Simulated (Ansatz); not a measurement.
Two G0W0 runs on MgI2/MgI2 (1T multilayer).

The cell holds 6 atoms: 2 Mg and 4 I. Its edges and angles: a = 4.067 Å, b = 4.067 Å, c = 43.100 Å, α = 90.0°, β = 90.0°, γ = 120.0°. It derives from I2Mg1. Regions: layer 1 (MgI2), 3 atoms (1 Mg and 2 I); layer 2 (MgI2), 3 atoms (1 Mg and 2 I). Vacuum lies along c.

```xyz
6
Lattice="4.0667 0.0000 0.0000 -2.0333 3.5219 0.0000 0.0000 0.0000 43.1000" Properties=species:S:1:pos:R:3
Mg    0.0000    0.0000   18.2484
I     0.0000    2.3479   19.9228
I     2.0333    1.1740   16.5705
Mg    0.0000    0.0000   24.8516
I     0.0000    2.3479   26.5295
I     2.0333    1.1740   23.1772
```

The structure was relaxed with PBEsol-D3(BJ). The runs that relaxed it are not among those shown. Spin-orbit coupling is left out unless a run names it. PAW set soft_2, made with PBE.

The first (Ansatz 0.2.0; start PBEsol, 3×3×1 mesh, 734 empty bands, screening to 65 eV; 8 threads of Arm Neoverse V1, shared host) gave, on its mesh: starting gap 3.88 eV, G0W0 gap 5.57 eV, mean of 1 + 4πα/V (set by the cell height) 2.05, 98 s.

The second gave: starting gap 3.88 eV, G0W0 gap 5.44 eV, mean of 1 + 4πα/V (set by the cell height) 2.07, 23 s.

Q: What was changed in the input? Choose among start, files, mesh, bands and cutoff, frequency model or another key.

Changed: empty bands from 734 to 302 and screening cutoff (eV) from 65.0 to 36. The starting gap stayed, which rules out the functional and points to the GW step. Other changes could give like numbers; this is the one that was made.

Limits: not at the basis limit; coarse mesh for a sheet; no spin-orbit coupling.

[Paths, hosts, dates, memory and timing lines, banners, echoed tables and standing remarks are left out of the program output.]

[Logs are printed without paths, hosts, clocks, repeated set-up lines and the standing remarks that a program may print on its own settings, such as how far it seeks lower states.]

[Runs of the session that timed out or met a known fault of the program may be left out.]

[Cells called generated may have been cut or substituted from an entry of the Crystallography Open Database or the Materials Project.]

[Hosts, paths, dates, database ids (printed as entryN), source tags and the programs' standing remarks are cut or masked in the printed files.]
